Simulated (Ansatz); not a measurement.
CaS (Fm-3m): elasticity against pressure

```xyz
2
Lattice="0.0000 2.8172 2.8172 2.8172 0.0000 2.8172 2.8172 2.8172 0.0000" Properties=species:S:1:pos:R:3 pbc="T T T"
Ca    0.0000    0.0000    0.0000
S     2.8172    2.8172    2.8172
```

This is the zero-pressure cell. At each pressure cell and atoms are relaxed in this structure, and the constants are slopes of the stress at strains of ±0.005 with relaxed ions (the coefficients that govern stability under load). Level: PBEsol, PAW on Ansatz 0.2.0's default frozen-core files (fitted under PBE), scalar-relativistic; k mesh 8×8×8, strains of ±0.005, fixed occupations, cutoff 420 eV. P is the pressure of the relaxed cell, less that of this one.

| P (GPa) | V/V₀ | C11 (GPa) | C12 (GPa) | C44 (GPa) |
| --- | --- | --- | --- | --- |
| 0.00 | 1.0000 | 138.3 | 23.1 | 33.9 |
| 1.02 | 0.9840 | 148.9 | 24.1 | 34.0 |
| 2.04 | 0.9694 | 159.2 | 25.1 | 34.1 |
| 4.02 | 0.9437 | 179.0 | 27.0 | 34.2 |
| 6.99 | 0.9106 | 207.9 | 29.7 | 34.1 |
| 10.03 | ? | ? | ? | ? |
| 15.02 | 0.8424 | 282.5 | 36.4 | 33.3 |

Question: Does the bulk modulus from the constants agree with the pressure-volume curve?

Answer: A third-order Birch-Murnaghan fit to the volumes shown (F against f, f = [(V₀/V)^(2/3) − 1]/2) gives B₀ = 61.5 GPa and B′ = 4.1. Its −V dP/dV stands beside (C11 + 2C12)/3:

```csv
P (GPa),from P(V),from the constants
0.00,61.5,61.5
1.02,65.7,65.7
2.04,69.7,69.8
4.02,77.6,77.7
6.99,89.0,89.1
15.02,118.7,118.4
```

Question: What are the pressure derivatives at zero pressure?

Answer: Slopes at V₀ of quadratic fits in −ln(V/V₀) through the first four rows shown, divided by B₀: dC11/dP = 10.4, dC12/dP = 1.0, dC44/dP = 0.1. The mean slopes up to 2.0 GPa are 10.3, 1.0, 0.1; curvature and scatter of the constants part the two. The combination (dC11/dP + 2 dC12/dP)/3 = 4.1 stands against B′.

Question: Fill the row at 10.03 GPa.

Answer: Cubic fits in −ln(V/V₀) through all rows shown give C11 = 236.7, C12 = 32.3, C44 = 33.9 GPa. Computed: V/V₀ = 0.8818, C11 (GPa) = 236.6, C12 (GPa) = 32.3, C44 (GPa) = 33.9.

Question: Does a shear stiffness soften?

Answer: C44 goes from 33.9 to 33.3 GPa, through a maximum of 34.2 near 4 GPa; (C11 − C12)/2 goes from 57.6 to 123.0 GPa. Neither ends more than 3 % under its start, and the lattice stays mechanically stable over this range.

Limits of these numbers: no other phase was computed; many crystals of this kind change structure within this range, and rows or crossings beyond such a change describe a metastable lattice; frozen-core PAW files fitted under PBE, their cores solved anew for the functional of the run; phonons weren't checked at these pressures.
